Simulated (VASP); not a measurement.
# CdTe (F-43m) in VASP: a series of runs, part 2 of 3

VASP 6.6.1. Earlier steps stand in the parts before.

**4. Single point, PBE, spin-orbit coupling, no magnetisation**

Input file INCAR:

```
SYSTEM = CdTe
PREC = Accurate
ENCUT = 460
EDIFF = 1E-7
ISMEAR = 0
SIGMA = 0.02
LREAL = .False.
LASPH = .True.
NELM = 100
ALGO = Normal
ISIF = 2
LWAVE = .False.
LCHARG = .False.
MAGMOM = 0 0 0 0 0 0
LORBIT = 11
LSORBIT = .True.
GGA_COMPAT = .False.
GGA = PE
NBANDS = 34
```

Input file KPOINTS:

```
regular mesh
0
Gamma
  4 4 4
  0 0 0
```

Input file POSCAR:

```
CdTe
1.0
    0.0000000000      3.2050000000      3.2050000000
    3.2050000000      0.0000000000      3.2050000000
    3.2050000000      3.2050000000      0.0000000000
Te Cd
1 1
Direct
    0.7500000000      0.7500000000      0.7500000000
    0.0000000000      0.0000000000      0.0000000000
```

Potentials or basis: VASP PAW PBE potentials, release 64 (Te, Cd).

Command:

```
$ cat potpaw_PBE.64/Te/POTCAR potpaw_PBE.64/Cd/POTCAR > POTCAR
$ mpirun -np 1 vasp_ncl > vasp.out
```

OUTCAR:

```text
SYSTEM = CdTe
   PREC = Accurate
   ENCUT = 460
   EDIFF = 1E-7
   ISMEAR = 0
   LREAL = .False.
   LASPH = .True.
   NELM = 100
   ISIF = 2
   LORBIT = 11
   LSORBIT = .True.
   GGA = PE

 Found     10 irreducible k-points:

 Following reciprocal coordinates:
            Coordinates               Weight
  0.000000  0.000000  0.000000      1.000000
  0.250000  0.000000  0.000000      4.000000
 -0.250000  0.000000  0.000000      4.000000
  0.500000  0.000000  0.000000      4.000000
  0.250000  0.250000  0.000000      6.000000
  0.500000  0.250000  0.000000     12.000000
   k-points           NKPTS =     10   k-points in BZ     NKDIM =     10   number of bands    NBANDS=     34
   number of dos      NEDOS =    301   number of ions     NIONS =      2
   total plane-waves  NPLWV =  32768
   dimension x,y,z NGX =    32 NGY =   32 NGZ =   32
   dimension x,y,z NGXF=    64 NGYF=   64 NGZF=   64
   ions per type =               1   1
   NGX,Y,Z   is equivalent  to a cutoff of  11.74, 11.74, 11.74 a.u.
   NGXF,Y,Z  is equivalent  to a cutoff of  23.47, 23.47, 23.47 a.u.
 SYSTEM =  CdTe
   PREC   = accura    normal or accurate (medium, high low for compatibility)
[... 318 lines left out ...]
     0.0000000     0.0000000     0.0000000     0.0000000     0.0000000     0.0000000     0.0000000
     0.0000000     0.0000000     0.0000000     0.0000000     0.0000000     0.0000000     0.0000000
     0.0000000     0.0000000     0.0000000     0.0000000     0.0000000     0.0000000     0.0000000
     0.0000000     0.0000000     0.0000000     0.0000000     0.0000000     0.0000000     0.0000000
     0.0000000     0.0000000     0.0000000     0.0000000     0.0000000     0.0000000     0.0000000
     0.0000000     0.0000000     0.0000000     0.0000000     0.0000000     0.0000000     0.0000000

 Ion:    2  E_soc:     -0.0614184
 l=   1
     0.0000000    -0.0032321    -0.0032321
    -0.0032321     0.0000000    -0.0032321
    -0.0032321    -0.0032321     0.0000000
 l=   2
     0.0000000    -0.0014226     0.0000000    -0.0014226    -0.0055817
    -0.0014226     0.0000000    -0.0041863    -0.0014226    -0.0013954
     0.0000000    -0.0041863     0.0000000    -0.0041863     0.0000000
    -0.0014226    -0.0014226    -0.0041863     0.0000000    -0.0013954
    -0.0055817    -0.0013954     0.0000000    -0.0013954     0.0000000
 l=   3
     0.0000000     0.0000000     0.0000000     0.0000000     0.0000000     0.0000000     0.0000000
     0.0000000     0.0000000     0.0000000     0.0000000     0.0000000     0.0000000     0.0000000
     0.0000000     0.0000000     0.0000000     0.0000000     0.0000000     0.0000000     0.0000000
     0.0000000     0.0000000     0.0000000     0.0000000     0.0000000     0.0000000     0.0000000
     0.0000000     0.0000000     0.0000000     0.0000000     0.0000000     0.0000000     0.0000000
     0.0000000     0.0000000     0.0000000     0.0000000     0.0000000     0.0000000     0.0000000
     0.0000000     0.0000000     0.0000000     0.0000000     0.0000000     0.0000000     0.0000000

 total charge

# of ion       s       p       d       tot
------------------------------------------
    1        1.343   2.094   0.023   3.460
    2        0.470   0.340   9.532  10.342
--------------------------------------------------
tot          1.813   2.434   9.555  13.802

 magnetization (x)

# of ion       s       p       d       tot
------------------------------------------
    1       -0.000   0.000  -0.000   0.000
    2        0.000   0.000  -0.000   0.000
--------------------------------------------------
tot          0.000   0.000  -0.000   0.000

 magnetization (y)

# of ion       s       p       d       tot
------------------------------------------
    1        0.000   0.000   0.000   0.000
    2        0.000   0.000   0.000   0.000
--------------------------------------------------
tot          0.000   0.000   0.000   0.000

 magnetization (z)

# of ion       s       p       d       tot
------------------------------------------
    1        0.000  -0.000  -0.000   0.000
    2        0.000   0.000   0.000   0.000
--------------------------------------------------
tot          0.000   0.000  -0.000   0.000
```

stdout:

```text
POSCAR found type information on POSCAR TeCd
 POSCAR found :  2 types and       2 ions
 scaLAPACK will be used
 LDA part: xc-table for (Slater+PW92), standard interpolation
 POSCAR, INCAR and KPOINTS ok, starting setup
 FFT: planning ... GRIDC
 FFT: planning ... GRID_SOFT
 FFT: planning ... GRID
 WAVECAR not read
 entering main loop
```

It took 25 s on 1 thread of Intel Xeon Platinum 8559C (Emerald Rapids), shared host; peak memory 0.3 GiB.

These settings aren't checked as converged: the numbers below hold their error.

What came out:

| Property | Result |
| --- | --- |
| Free energy | -4.7852 eV |
| Pressure | 4.6 GPa |
| Valence electrons inside the program's atomic spheres | Te 3.46; Cd 10.34 |

Caveat: the k mesh is coarse (spacing up to 0.42 Å⁻¹), so the values aren't converged.

**5. Single point, PBE, spin-orbit coupling, no magnetisation**

Changes to INCAR since step 4:

```diff
@@ -2,3 +2,3 @@
 PREC = Accurate
-ENCUT = 460
+ENCUT = 340
 EDIFF = 1E-7
```

Input file KPOINTS:

```
regular mesh
0
Gamma
  5 5 5
  0 0 0
```

POSCAR is that of step 4.

Potentials or basis: VASP PAW PBE potentials, release 64 (Te, Cd).

Command:

```
$ cat potpaw_PBE.64/Te/POTCAR potpaw_PBE.64/Cd/POTCAR > POTCAR
$ mpirun -np 1 vasp_ncl > vasp.out
```

OUTCAR:

```text
SYSTEM = CdTe
   PREC = Accurate
   ENCUT = 340
   EDIFF = 1E-7
   ISMEAR = 0
   LREAL = .False.
   LASPH = .True.
   NELM = 100
   ISIF = 2
   LORBIT = 11
   LSORBIT = .True.
   GGA = PE

 Found     14 irreducible k-points:

 Following reciprocal coordinates:
            Coordinates               Weight
  0.000000  0.000000  0.000000      1.000000
  0.200000  0.000000  0.000000      4.000000
 -0.200000  0.000000  0.000000      4.000000
  0.400000  0.000000  0.000000      4.000000
 -0.400000  0.000000  0.000000      4.000000
[... 343 lines left out ...]
    -0.0014032    -0.0014032    -0.0041554     0.0000000    -0.0013851
    -0.0055405    -0.0013851     0.0000000    -0.0013851     0.0000000
 l=   3
     0.0000000     0.0000000     0.0000000     0.0000000     0.0000000     0.0000000     0.0000000
     0.0000000     0.0000000     0.0000000     0.0000000     0.0000000     0.0000000     0.0000000
     0.0000000     0.0000000     0.0000000     0.0000000     0.0000000     0.0000000     0.0000000
     0.0000000     0.0000000     0.0000000     0.0000000     0.0000000     0.0000000     0.0000000
     0.0000000     0.0000000     0.0000000     0.0000000     0.0000000     0.0000000     0.0000000
     0.0000000     0.0000000     0.0000000     0.0000000     0.0000000     0.0000000     0.0000000
     0.0000000     0.0000000     0.0000000     0.0000000     0.0000000     0.0000000     0.0000000

 total charge

# of ion       s       p       d       tot
------------------------------------------
    1        1.347   2.084   0.023   3.455
    2        0.476   0.339   9.512  10.326
--------------------------------------------------
tot          1.823   2.423   9.535  13.781

 magnetization (x)

# of ion       s       p       d       tot
------------------------------------------
    1        0.000  -0.000   0.000  -0.000
    2        0.000   0.000  -0.000   0.000
--------------------------------------------------
tot          0.000  -0.000   0.000   0.000

 magnetization (y)

# of ion       s       p       d       tot
------------------------------------------
    1        0.000   0.000  -0.000  -0.000
    2        0.000   0.000  -0.000   0.000
--------------------------------------------------
tot          0.000   0.000  -0.000   0.000

 magnetization (z)

# of ion       s       p       d       tot
------------------------------------------
    1       -0.000  -0.000   0.000  -0.000
    2       -0.000   0.000   0.000  -0.000
--------------------------------------------------
tot         -0.000   0.000   0.000  -0.000
```

OSZICAR:

```text
N       E                     dE             d eps       ncg     rms          rms(c)
DAV:   1     0.890198440217E+02    0.89020E+02   -0.62984E+03   960   0.659E+02
DAV:   2    -0.127894914832E+01   -0.90299E+02   -0.86641E+02  1100   0.206E+02
DAV:   3    -0.502165030978E+01   -0.37427E+01   -0.37226E+01  1126   0.432E+01
DAV:   4    -0.506697279440E+01   -0.45322E-01   -0.45314E-01  1182   0.404E+00
DAV:   5    -0.506737941816E+01   -0.40662E-03   -0.40661E-03  1096   0.390E-01    0.679E+00
DAV:   6    -0.484583162452E+01    0.22155E+00   -0.29328E-01  1076   0.693E+00    0.524E+00
DAV:   7    -0.482866006800E+01    0.17172E-01   -0.12511E-01  1062   0.209E+00    0.251E+00
DAV:   8    -0.482957492672E+01   -0.91486E-03   -0.98672E-03  1052   0.846E-01    0.101E+00
DAV:   9    -0.482957118091E+01    0.37458E-05   -0.51650E-04  1152   0.215E-01    0.357E-01
DAV:  10    -0.482979347295E+01   -0.22229E-03   -0.53116E-04  1030   0.177E-01    0.620E-02
DAV:  11    -0.482981454864E+01   -0.21076E-04   -0.31708E-05  1100   0.600E-02    0.222E-02
DAV:  12    -0.482983442901E+01   -0.19880E-04   -0.21418E-05  1030   0.238E-02    0.120E-02
DAV:  13    -0.482983640608E+01   -0.19771E-05   -0.98771E-07  1172   0.600E-03    0.603E-03
DAV:  14    -0.482983730371E+01   -0.89763E-06   -0.71502E-07  1020   0.389E-03    0.383E-03
DAV:  15    -0.482983701268E+01    0.29104E-06   -0.21870E-07   956   0.267E-03    0.149E-03
DAV:  16    -0.482983713703E+01   -0.12435E-06   -0.17205E-08   758   0.737E-04    0.162E-03
DAV:  17    -0.482983718382E+01   -0.46794E-07   -0.62899E-09   778   0.515E-04
   1 F= -.48298372E+01 E0= -.48298372E+01  d E =-.507425E-29  mag=     0.0000    -0.0000     0.0000
```

stdout:

```text
POSCAR found type information on POSCAR TeCd
 POSCAR found :  2 types and       2 ions
 scaLAPACK will be used
 LDA part: xc-table for (Slater+PW92), standard interpolation
 POSCAR, INCAR and KPOINTS ok, starting setup
 FFT: planning ... GRIDC
 FFT: planning ... GRID_SOFT
 FFT: planning ... GRID
 WAVECAR not read
 entering main loop
```

It took 33 s on 1 thread of Intel Xeon Platinum 8559C (Emerald Rapids), shared host; peak memory 0.24 GiB.

These settings aren't checked as converged: the numbers below hold their error.

What came out:

```
Free energy                                           : -4.8298 eV
Pressure                                              : 4.3 GPa
Valence electrons inside the program's atomic spheres : Te 3.46; Cd 10.33
```

Caveat: the cutoff is under 1.25 times the usual one of these potentials, so pressure, stress and relaxed cells hold a basis-set (Pulay) error.

[end of part 2 of 3]
